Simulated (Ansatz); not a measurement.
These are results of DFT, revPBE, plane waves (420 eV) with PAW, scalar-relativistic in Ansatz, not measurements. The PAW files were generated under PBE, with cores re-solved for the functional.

An element in the bcc structure gives this curve. The cell is scaled uniformly from the relaxed one, with fractional coordinates and shape fixed. Energies are extrapolated to zero smearing, pressures are those at the given smearing. Magnetic state: spin not included.

```
V (Å³/atom)  E − E₀ (meV/atom)  P (GPa)
     20.723               44.1     5.59
     21.665               18.1     3.35
     22.607                4.2     1.52
     23.548                0.0     0.02
     24.490                3.8    -1.20
     25.432               14.2    -2.20
     26.374               29.9    -3.02
```

Problem. Which element is it?
A. selenium
B. magnesium
C. scandium
D. lithium

Solution. B. Its fit is V₀ = 23.54 Å³/atom, B₀ = 34 GPa, B₀′ = 4.0.
